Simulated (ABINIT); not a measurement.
Se:

```
Se
1.0
     2.81056    0.00000    0.00000
     0.00000    2.81056    0.00000
     0.00000    0.00000    2.81056
Se
1
Direct
  0.00000 0.00000 0.00000
```

This isn't the form of Se at room conditions, which is trigonal, of chains.

- Program: ABINIT 10.8.3 (patched build)
- Task: single point
- Functional: PBE
- Potentials or basis: JTH PAW PBE v2.0
- Cutoff: 408 eV
- k mesh: 9 × 9 × 9
- Occupations: fermi-dirac, width 0.05 eV
- Spin: no spin polarisation

On this cell: pressure 1.8 GPa; band gap on the k mesh none (metal or under the smearing width).

The same run follows on a disturbed copy (cell strained at random at fixed volume):

```
Se
1.0
     2.77396   -0.00090   -0.00263
    -0.00090    2.88326   -0.00420
    -0.00263   -0.00420    2.77586
Se
1
Direct
  0.01312 0.00779 0.00128
```

Problem. What does the disturbed cell give?

Solution. The energy (extrapolated to zero smearing) moves by -1.0 meV/atom; pressure 2.0 GPa; band gap on the k mesh none (metal or under the smearing width).

Stress tensor (GPa, compression positive):
```
 1.69  0.00  0.01
 0.00  2.56 -0.01
 0.01 -0.01  1.65
```
